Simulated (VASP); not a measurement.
Wanted: the native input for a VASP 6.6.1 run.

```
Task                   : band structure
Functional             : PBE
Potentials or basis    : VASP PAW PBE potentials, release 64 (B, N)
Cutoff                 : 520 eV
k mesh                 : 15 × 15 × 6
Occupations            : gaussian, width 0.02 eV
Spin                   : no spin polarisation
Further INCAR settings : ALGO = Normal; EDIFF = 1e-07; NBANDS = 16
```

The structure of BN lies in POSCAR:

```
BN                                      
1.0
    2.5125441777      0.0000000000     -0.0000000000
   -1.2562720888      2.1759270812     -0.0000000000
    0.0000000000     -0.0000000000      7.6713315695
  B               N             
     2     2
Direct
     0.3333333300000021    0.6666666699999979    0.2500000000000000
     0.6666666699999979    0.3333333300000021    0.7500000000000000
     0.3333333300000021    0.6666666699999979    0.7500000000000000
     0.6666666699999979    0.3333333300000021    0.2500000000000000
```

One way to write it, as run:

INCAR

```
ALGO = Normal
EDIFF = 1E-7
ENCUT = 520
GGA = PE
ISIF = 2
ISMEAR = 0
LASPH = T
LCHARG = F
LREAL = F
LWAVE = F
NBANDS = 16
NELM = 60
PREC = Accurate
SIGMA = 0.02
```

KPOINTS

```
k-points
0
Gamma
  15 15 6
```

KPOINTS_OPT

```
path GMKGALHA,LM,KH
15
line-mode
reciprocal
 0.0000000000  0.0000000000  0.0000000000  G
 0.5000000000  0.0000000000  0.0000000000  M

 0.5000000000  0.0000000000  0.0000000000  M
 0.3333333333  0.3333333333  0.0000000000  K

 0.3333333333  0.3333333333  0.0000000000  K
 0.0000000000  0.0000000000  0.0000000000  G

 0.0000000000  0.0000000000  0.0000000000  G
 0.0000000000  0.0000000000  0.5000000000  A

 0.0000000000  0.0000000000  0.5000000000  A
 0.5000000000  0.0000000000  0.5000000000  L

 0.5000000000  0.0000000000  0.5000000000  L
 0.3333333333  0.3333333333  0.5000000000  H

 0.3333333333  0.3333333333  0.5000000000  H
 0.0000000000  0.0000000000  0.5000000000  A

 0.5000000000  0.0000000000  0.5000000000  L
 0.5000000000  0.0000000000  0.0000000000  M

 0.3333333333  0.3333333333  0.0000000000  K
 0.3333333333  0.3333333333  0.5000000000  H
```

Potentials or basis: VASP PAW PBE potentials, release 64 (B, N).

Launch:

```bash
$ cat potpaw_PBE.64/B/POTCAR potpaw_PBE.64/N/POTCAR > POTCAR
$ mpirun -np 1 vasp_std > vasp.out
```

It gave:

```json
{
  "Pressure": "0.1 GPa",
  "Band gap on the k mesh": "4.50 eV, indirect (least direct gap 4.65 eV)",
  "Band gap along the path": "4.46 eV, indirect (least direct gap 4.65 eV)"
}
```

Caveat: this functional lacks dispersion, which binds the layers, so the pressure and a relaxed spacing across them are unreliable.

Run time: 49 s on 1 thread of Intel(R) Xeon(R) 6975P-C (Granite Rapids), with other jobs on the host, peak memory 0.23 GiB.
